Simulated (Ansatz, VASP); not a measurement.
**Mo in VASP and in Ansatz**

```
Mo
1.0
     2.14432    0.00000    0.00000
     0.00000    2.14432    0.00000
     0.00000    0.00000    2.14432
Mo
1
Direct
  0.00000 0.00000 0.00000
```

Change from the starting cell: volume scaled by 0.58, LAPW.

Alike in both runs: task single point; functional PBEsol; k mesh 15 × 15 × 15; occupations fermi-dirac, width 0.1 eV; no spin polarisation.

|  | VASP | Ansatz |
| --- | --- | --- |
| version | VASP 6.6.1 | Ansatz 0.2.0 |
| potentials or method | VASP PAW PBE potentials, release 64 (Mo_sv), cutoff 520 eV | all-electron LAPW, scalar-relativistic |

Ansatz gave:

```
pressure (GPa) : 344.9
```

**Question.** What did VASP give for the same quantities?

**Answer.** Pressure (GPa): 354.0.

Ansatz ran all-electron here, so the differences hold the error of VASP's frozen core and of both bases.

Caveats: the cell as given lies far from equilibrium; so large a pressure means that the cell lies far from this level's equilibrium, or that cutoff or potentials fall short (VASP); the potentials were made for another functional, which shifts forces and pressure (VASP).
